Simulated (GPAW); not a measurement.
A calculation with GPAW 26.7.0 of TiTe2 (ASE script, structure typed inline):

The input run.py:

```python
from ase import Atoms
from ase.dft.bandgap import bandgap
from ase.io import write
from ase.units import Bohr, GPa
from gpaw import GPAW, PW
from gpaw.elf import elf_from_dft_calculation

atoms = Atoms(['Te', 'Te', 'Ti'],
              cell=[[3.777, 0.0, 0.0],
                    [-1.8885, 3.2709779501, 0.0],
                    [0.0, 0.0, 6.498]],
              scaled_positions=[[0.3333333333, 0.6666666667, 0.7372],
                                [0.6666666667, 0.3333333333, 0.2628],
                                [0.0, 0.0, 0.0]],
              pbc=True)

calc = GPAW(mode=PW(600),
            xc='PBE',
            kpts={'size': (8, 8, 4), 'gamma': True},
            occupations={'name': 'fermi-dirac', 'width': 0.05},
            nbands=24,
            convergence={'density': 1e-05, 'energy': 1e-05},
            maxiter=150,
            txt='gpaw.txt')
atoms.calc = calc
energy = atoms.get_potential_energy()
forces = atoms.get_forces()
stress = atoms.get_stress()
calc.write('gs.gpw')
write('result.traj', atoms)
print(f'Energy: {energy:.6f} eV')
print('Forces (eV/A):')
print(forces.round(4))
print('Stress (GPa):', (stress / GPa).round(3))
print('Fermi level:', round(calc.get_fermi_level(), 4), 'eV')
print(f'Gap: {bandgap(calc)[0]:.4f} eV, direct: {bandgap(calc, direct=True)[0]:.4f} eV')

# fields on the real-space grid
write('density.cube', atoms, data=calc.get_pseudo_density() * Bohr**3)
write('potential.cube', atoms, data=calc.get_electrostatic_potential())
write('elf.cube', atoms, data=elf_from_dft_calculation(calc).data)
```

Potentials or basis: GPAW PAW data sets (gpaw-data 1.2.1), pw.

Command:

```sh
$ OMP_NUM_THREADS=1 python run.py
```

Write the same calculation in another form: native input, structure from a P1 CIF.

As run:

File run.py:

```python
from ase.io import read
from gpaw import PW
from gpaw.dft import DFT

atoms = read('TiTe2.cif')

dft = DFT(atoms,
          mode=PW(600),
          xc='PBE',
          kpts={'size': (8, 8, 4), 'gamma': True},
          occupations={'name': 'fermi-dirac', 'width': 0.05},
          nbands=24,
          convergence={'density': 1e-05, 'energy': 1e-05},
          maxiter=150,
          txt='gpaw.txt')
print(f'Energy: {dft.calculate_energy():.6f} eV')
print('Forces (eV/A):')
print(dft.calculate_forces().round(4))
print('Stress (eV/A^3):', dft.calculate_stress().round(6))
dft.write_gpw_file('gs.gpw')
```

File TiTe2.cif:

```cif
data_TiTe2
_cell_length_a 3.77700000
_cell_length_b 3.77700000
_cell_length_c 6.49800000
_cell_angle_alpha 90.00000000
_cell_angle_beta 90.00000000
_cell_angle_gamma 120.00000000
_space_group_name_H-M_alt 'P1'
_space_group_name_Hall 'P 1'
_space_group_IT_number 1
loop_
_space_group_symop_operation_xyz
'x,y,z'
loop_
_atom_site_label
_atom_site_type_symbol
_atom_site_symmetry_multiplicity
_atom_site_Wyckoff_symbol
_atom_site_fract_x
_atom_site_fract_y
_atom_site_fract_z
_atom_site_occupancy
Te1 Te 1 a 0.3333333333 0.6666666667 0.7372000000 1
Te2 Te 1 a 0.6666666667 0.3333333333 0.2628000000 1
Ti1 Ti 1 a 0.0000000000 0.0000000000 0.0000000000 1
```

Potentials or basis: GPAW PAW data sets (gpaw-data 1.2.1), pw.

The run is started by

```console
$ OMP_NUM_THREADS=1 python run.py
```

Both were run:

|  | ASE script, structure typed inline | native input, structure from a P1 CIF |
| --- | --- | --- |
| Pressure | 0.6 GPa | 0.6 GPa |
| Largest force | 0.011 eV/Å | 0.011 eV/Å |
| Band gap on the k mesh | none (metal or under the smearing width) | none (metal or under the smearing width) |

Keys that steer only the numerical path or the files written may differ.

Caveat: this functional lacks dispersion, which binds the layers, so the pressure and a relaxed spacing across them are unreliable.
